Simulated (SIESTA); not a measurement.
## GaP under changes of volume

One of the cells (20.645 Å³/atom); the others are scaled copies at fixed shape and fractional positions:

```
Ga P
1.0
     0.00000    2.74330    2.74330
     2.74330    0.00000    2.74330
     2.74330    2.74330    0.00000
Ga P
1 1
Direct
  0.00000 0.00000 0.00000
  0.75000 0.75000 0.75000
```

| Item | Value |
| --- | --- |
| Program | SIESTA 5.4.2 |
| Functional | PBE |
| Potentials or basis | PseudoDojo 0.4 standard (PBE files) |
| Basis | DZP (energy shift 0.003 Ry; two zetas on semicore shells) |
| Grid cutoff | 800 Ry |
| Energy shift | 0.003 Ry |
| k mesh | 8 × 8 × 8 |
| Occupations | fermi-dirac, width 0.05 eV |
| Spin | no spin polarisation |

```tsv
volume (Å³/atom)	energy over the lowest point (meV/atom)	pressure (GPa)	gap on the mesh (eV)
19.026	53.35	9.5	1.52
19.431	32.33	7.2	1.57
19.836	17.03	5.0	1.61
20.645	1.29	1.4	1.63
21.050	0.00	-0.1	1.58
21.455	?	?	?
```

Question: What does the run at 21.455 Å³/atom give?

Answer: Energy over the lowest point 2.12 meV/atom; pressure -1.5 GPa; gap on the mesh 1.50 eV.

Worked out: A Birch-Murnaghan fit of order 3 (a polynomial in V^(-2/3)) to the other rows has its minimum at 20.98 Å³/atom with B0 = V·E''(V) = 80 GPa and B' = 4.0. It gives 2.54 meV/atom at 21.455 Å³/atom, against the run's 2.12, and -dE/dV = -1.7 GPa, against -1.5. A parabola through the other rows of the gap, of slope -3.14 eV per unit of ln V there, extrapolates to 1.54 eV, against the run's 1.50.

Energies are extrapolated to zero smearing.

Caveats: the basis of atomic orbitals isn't converged, which shifts pressures, moduli and gaps.

A mesh can miss the band edges. Spin-orbit coupling on Ga is left out.
